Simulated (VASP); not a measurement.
Input of a VASP 6.6.1 run:

File INCAR:

```
ALGO = Normal
EDIFF = 1E-7
ENCUT = 520
GGA = PE
ISIF = 2
ISMEAR = 0
LASPH = True
LCHARG = True
LELF = True
LREAL = False
LVHAR = True
LWAVE = False
NBANDS = 15
NELM = 60
PREC = Accurate
SIGMA = 0.023
```

Contents of KPOINTS:

```
k-points
0
Gamma
  11 11 6
```

POSCAR

```
Os
1.0
    2.7341000000      0.0000000000      0.0000000000
   -1.3670500000      2.3678000565      0.0000000000
    0.0000000000      0.0000000000      4.3197000000
Os
2
Direct
    0.6666666667      0.3333333333      0.7500000000
    0.3333333333      0.6666666667      0.2500000000
```

Potentials or basis: VASP PAW PBE potentials, release 64 (Os).

Run with:

```sh
$ cat potpaw_PBE.64/Os/POTCAR > POTCAR
$ mpirun -np 1 vasp_std > vasp.out
```

**Question.** Estimate the pressure.

**Answer.** 8.8 GPa.

**Question.** What does it give for the band gap on the k mesh?

**Answer.** None (metal or under the smearing width).

Stress tensor (GPa, compression positive):
```
8.70 0.00 0.00
0.00 8.70 0.00
0.00 0.00 8.99
```

Spin-orbit coupling is left out, which matters for the levels of Os.
